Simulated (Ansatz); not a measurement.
# Pd(111) with 4 layers of random Pd-Al, 2x2: scattering by chemical disorder, part 2 of 2

Aim: the residual resistivity of a random alloy, from Pd(111) with 4 layers of random Pd-Al, 2x2 and longer regions.

Ansatz 0.2.0; Ansatz plane-wave DFT, PBE, PAW files; ballistic transport by layer matching (Landauer), zero bias; PAW set soft_1.

So far. Step 3 (With 8 alloy layers): Over the solved energies the transmission per spin lies between 1.77 and 2.61, out of 5.49 channels of the lead on average (up to 6.44).

## 4. With 12 alloy layers

In 12 layers a share of 0.125 of the sites is given to Al at random. A fresh draw is used; the growth of the resistance with length is what counts.

System of this step: Pd(111) with 12 layers of random Pd-Al, 2x2. The cell holds 72 atoms: 66 Pd and 6 Al. Cell: a = 5.501 Å, b = 5.501 Å, c = 40.424 Å, α = 90.0°, β = 90.0°, γ = 120.0°. It derives from Pd. Regions: lead, 24 atoms (24 Pd); scattering region, 48 atoms (42 Pd and 6 Al). The structure is stacked along c, and the current runs across the ab planes.

Input file input.yaml:

```yaml
crystal:
  lattice:
    - [5.5010079149, 0.0, 0.0]
    - [-2.7505039575, 4.7640126007, 0.0]
    - [0.0, 0.0, 40.4239873877]
  atoms:
    - { symbol: Pd, position: [0.0, 0.0, 0.0277777778] }
    - { symbol: Pd, position: [0.0, 0.5, 0.0277777778] }
    - { symbol: Pd, position: [0.5, 0.0, 0.0277777778] }
    - { symbol: Pd, position: [0.5, 0.5, 0.0277777778] }
    - { symbol: Pd, position: [0.1666666667, 0.3333333333, 0.0833333333] }
    - { symbol: Pd, position: [0.1666666667, 0.8333333333, 0.0833333333] }
    - { symbol: Pd, position: [0.6666666667, 0.3333333333, 0.0833333333] }
    - { symbol: Pd, position: [0.6666666667, 0.8333333333, 0.0833333333] }
    - { symbol: Pd, position: [0.3333333333, 0.1666666667, 0.1388888889] }
    - { symbol: Pd, position: [0.3333333333, 0.6666666667, 0.1388888889] }
    - { symbol: Pd, position: [0.8333333333, 0.1666666667, 0.1388888889] }
    - { symbol: Pd, position: [0.8333333333, 0.6666666667, 0.1388888889] }
    - { symbol: Pd, position: [0.0, 0.0, 0.1944444444] }
    - { symbol: Pd, position: [0.0, 0.5, 0.1944444444] }
    - { symbol: Pd, position: [0.5, 0.0, 0.1944444444] }
    - { symbol: Pd, position: [0.5, 0.5, 0.1944444444] }
    - { symbol: Pd, position: [0.1666666667, 0.3333333333, 0.25] }
    - { symbol: Pd, position: [0.1666666667, 0.8333333333, 0.25] }
    - { symbol: Pd, position: [0.6666666667, 0.3333333333, 0.25] }
    - { symbol: Pd, position: [0.6666666667, 0.8333333333, 0.25] }
    - { symbol: Pd, position: [0.3333333333, 0.1666666667, 0.3055555556] }
    - { symbol: Pd, position: [0.3333333333, 0.6666666667, 0.3055555556] }
    - { symbol: Pd, position: [0.8333333333, 0.1666666667, 0.3055555556] }
    - { symbol: Pd, position: [0.8333333333, 0.6666666667, 0.3055555556] }
    - { symbol: Pd, position: [0.0, 0.0, 0.3611111111] }
    - { symbol: Al, position: [0.0, 0.5, 0.3611111111] }
    - { symbol: Pd, position: [0.5, 0.0, 0.3611111111] }
    - { symbol: Pd, position: [0.5, 0.5, 0.3611111111] }
    - { symbol: Pd, position: [0.1666666667, 0.3333333333, 0.4166666667] }
    - { symbol: Pd, position: [0.1666666667, 0.8333333333, 0.4166666667] }
    - { symbol: Pd, position: [0.6666666667, 0.3333333333, 0.4166666667] }
    - { symbol: Al, position: [0.6666666667, 0.8333333333, 0.4166666667] }
    - { symbol: Pd, position: [0.3333333333, 0.1666666667, 0.4722222222] }
    - { symbol: Pd, position: [0.3333333333, 0.6666666667, 0.4722222222] }
    - { symbol: Al, position: [0.8333333333, 0.1666666667, 0.4722222222] }
    - { symbol: Pd, position: [0.8333333333, 0.6666666667, 0.4722222222] }
    - { symbol: Pd, position: [0.0, 0.0, 0.5277777778] }
    - { symbol: Al, position: [0.0, 0.5, 0.5277777778] }
    - { symbol: Pd, position: [0.5, 0.0, 0.5277777778] }
    - { symbol: Pd, position: [0.5, 0.5, 0.5277777778] }
    - { symbol: Pd, position: [0.1666666667, 0.3333333333, 0.5833333333] }
    - { symbol: Pd, position: [0.1666666667, 0.8333333333, 0.5833333333] }
    - { symbol: Al, position: [0.6666666667, 0.3333333333, 0.5833333333] }
    - { symbol: Pd, position: [0.6666666667, 0.8333333333, 0.5833333333] }
    - { symbol: Pd, position: [0.3333333333, 0.1666666667, 0.6388888889] }
    - { symbol: Pd, position: [0.3333333333, 0.6666666667, 0.6388888889] }
    - { symbol: Pd, position: [0.8333333333, 0.1666666667, 0.6388888889] }
    - { symbol: Pd, position: [0.8333333333, 0.6666666667, 0.6388888889] }
    - { symbol: Pd, position: [0.0, 0.0, 0.6944444444] }
    - { symbol: Al, position: [0.0, 0.5, 0.6944444444] }
    - { symbol: Pd, position: [0.5, 0.0, 0.6944444444] }
    - { symbol: Pd, position: [0.5, 0.5, 0.6944444444] }
    - { symbol: Pd, position: [0.1666666667, 0.3333333333, 0.75] }
    - { symbol: Pd, position: [0.1666666667, 0.8333333333, 0.75] }
    - { symbol: Pd, position: [0.6666666667, 0.3333333333, 0.75] }
    - { symbol: Pd, position: [0.6666666667, 0.8333333333, 0.75] }
    - { symbol: Pd, position: [0.3333333333, 0.1666666667, 0.8055555556] }
    - { symbol: Pd, position: [0.3333333333, 0.6666666667, 0.8055555556] }
    - { symbol: Pd, position: [0.8333333333, 0.1666666667, 0.8055555556] }
    - { symbol: Pd, position: [0.8333333333, 0.6666666667, 0.8055555556] }
    - { symbol: Pd, position: [0.0, 0.0, 0.8611111111] }
    - { symbol: Pd, position: [0.0, 0.5, 0.8611111111] }
    - { symbol: Pd, position: [0.5, 0.0, 0.8611111111] }
    - { symbol: Pd, position: [0.5, 0.5, 0.8611111111] }
    - { symbol: Pd, position: [0.1666666667, 0.3333333333, 0.9166666667] }
    - { symbol: Pd, position: [0.1666666667, 0.8333333333, 0.9166666667] }
    - { symbol: Pd, position: [0.6666666667, 0.3333333333, 0.9166666667] }
    - { symbol: Pd, position: [0.6666666667, 0.8333333333, 0.9166666667] }
    - { symbol: Pd, position: [0.3333333333, 0.1666666667, 0.9722222222] }
    - { symbol: Pd, position: [0.3333333333, 0.6666666667, 0.9722222222] }
    - { symbol: Pd, position: [0.8333333333, 0.1666666667, 0.9722222222] }
    - { symbol: Pd, position: [0.8333333333, 0.6666666667, 0.9722222222] }
kpoints:
  mp_grid: { grid: [5, 5, 1] }
hamiltonian:
  xc: pbe
  pseudopotentials: { kind: paw, azcp: { folder: soft_1 } }
scf:
  occupations: { method: fermi_dirac, width: 0.1 }
output:
  transmission:
    leads: [[0, 4]]
    kmesh: [10, 10]
    e_range: [-0.05, 0.05]
    de: 0.05
  write_potential: true
  write_density: true
  volumetric_format: npy
```

Launch:

```console
> ansatz run input.yaml --threads 4 --pin off --max-ram 15360MiB --backend cpu --events-out ev --progress --plain --runs-dir out
```

Numbers of over 12 decimals in the logs are rounded to 6 here.

Output:

```text
[...]
Crystal: 72 atoms, lattice volume = 1059.386 Å³
Basis set: ecut = 420 eV, 20709 PW (Γ)
Bands: 724, of which v1, the nominal top of the filled ones, is band 603 counted from 1 (602 counted from 0)
Symmetry: 1 space group operations
[...]
k-points: 13 of 25 (time reversal used)
[...]
SCF iter   1: F=—  HF=-463530.455718 eV  |F-HF|=—  |Δ(HF+E_count)|=         —  Δρ=1.65e-1  dr2=1.25e3  ethr=3.10e-3  ⟨swp⟩=5.0  Hψ=31201  notcnv=0  defer=170
[...]
SCF iter  13: F=-463452.195316 eV  HF=-463452.195316 eV  |F-HF|=2.83e-8  |Δ(HF+E_count)|=   7.80e-9  Δρ=3.59e-7  dr2=2.87e-8  ethr=8.29e-12  ⟨swp⟩=8.8  Hψ=32126  notcnv=0
SCF 1 converged in 13 iterations: F = -463452.195316 eV  dr2 = 2.87e-8
[...]
transmission: 330 of 3276 steps passed
transmission: 656 of 3276 steps passed
[...]
transmission: 3276 of 3276 steps passed
SCF converged after 13 iterations
Free energy (F): -463452.195316 eV
[...]
Internal energy: -463448.945966 eV  (E = F + TS)
E sigma→0 (E₀):  -463450.570641 eV
Entropy (-TS):   -3.249349 eV (-45.130 meV/atom)
Fermi energy:    18.873219 eV
[...]
--- Band table (eV; the first three rows and the last of 13) ---
  k-point 0: bands = [... 599 lower, 18.9622, 18.9626, 18.9770, 18.9995, 19.0018, 19.0126, 19.0188, 19.0357, ... 117 higher]
  k-point 1: bands = [... 599 lower, 18.8198, 18.8497, 18.8777, 18.8904, 18.9083, 18.9177, 18.9754, 18.9884, ... 117 higher]
  k-point 2: bands = [... 599 lower, 18.7916, 18.8113, 18.8386, 18.8411, 18.8564, 18.8624, 18.9039, 18.9060, ... 117 higher]
  k-point 12: bands = [... 599 lower, 18.7597, 18.7853, 18.8034, 18.8238, 18.8347, 18.8607, 18.8789, 18.9045, ... 117 higher]
--- Transmission ---
  basis      : 235 plane waves across, 63 finite elements along
  points     : 52, standing for a mesh of 10 x 10
[...]
channels       : 5.230000e0 a spin
[...]
junction   : crystal 0 to crystal 0, 1.55 to 39.73 Å
    transmission   : 1.393359e0 a spin
[...]
```

Run time: 58 min. Hardware: 4 threads of AMD EPYC 7571, shared host; peak memory 9.3 GiB; 3.7 h of CPU time.

This step gave:

```yaml
free_energy: -463452.1953 eV
energy_at_zero_smearing: -463450.5706 eV
fermi_energy: 18.87 eV
transmission_per_spin_nearest_the_fermi_level: 1.393
open_channels_per_spin_nearest_the_fermi_level: 5.23
step_of_the_lead_s_potential: 1.9 meV
```

Per spin. The transmission, zone mean by energy, zero at the Fermi level:

```csv
energy (eV),"transmission, zone mean"
-0.0500,1.46
0.0000,1.39
0.0500,1.36
```

Over the solved energies the transmission per spin lies between 1.36 and 1.46, out of 5.32 channels of the lead on average (up to 6.25).

## 5. Resistance against length

This step: Ansatz plane-wave DFT, PBE, PAW files; ballistic transport by layer matching (Landauer), zero bias; residual resistivity from the slope of the area resistance, atoms on the host's lattice; PAW set soft_1 (Ansatz 0.2.0).

This step gave:

```
resistivity           : 54.95 µΩ cm
intercept             : 0.1815 fΩ m²
scatter about the fit : 0.1571 fΩ m²
```

Resistance, by row:

```csv
run,length (Å),T,channels N,RA (fΩ m²)
n4,8.983,2.356,5.21,0.7862
n8,17.97,2.165,5.493,0.9467
n12,26.95,1.404,5.323,1.774
```

Area resistance against length of the alloy:

```csv
length of the alloy (Å),area resistance (fΩ m²)
8.98,0.786
17.97,0.947
26.95,1.77
```

The area resistance goes from 0.79 to 1.8 fΩ m² between 9.0 and 26.9 Å, a slope of 55 µΩ cm.

By hand from the end points: (1.774 − 0.7862) fΩ m² / (26.95 − 8.98) Å = 55 µΩ cm, since 1 fΩ m² per Å is 1000 µΩ cm.

## 6. Outcome

| Quantity | Value |
| --- | --- |
| resistivity from the slope | 55.0 µΩ cm |
| area resistance over 8.98 Å | 0.786 fΩ m² |
| area resistance over 18.0 Å | 0.947 fΩ m² |
| area resistance over 26.9 Å | 1.77 fΩ m² |

**Reading.** The slope gives 55 µΩ cm. The points scatter by 0.16 fΩ m² about the line, with one random draw a length in a 2x2 cell, so the slope is a rough value. The lead's own channel count moves between the runs (5.21, 5.49 and 5.32), which shifts RA and the slope too. Read with a model of isotropic scattering on a spherical Fermi surface and the lead's 1.5×10¹⁵ S/m², this slope means a mean free path near 8.9 Å; over these lengths the model's slope is within 3 % of its bulk resistivity. The draw over the shortest length came out nearly ordered, with 8 symmetry operations, so that point is a poor sample of a random alloy. The atoms sit on the host's lattice, so scattering by size misfit is left out.

[Logs are printed without paths, hosts, clocks, repeated set-up lines and the standing remarks that a program may print on its own settings, such as how far it seeks lower states.]

[Hosts, paths, dates, database ids (printed as entryN), source tags and the programs' standing remarks are cut or masked in the printed files.]
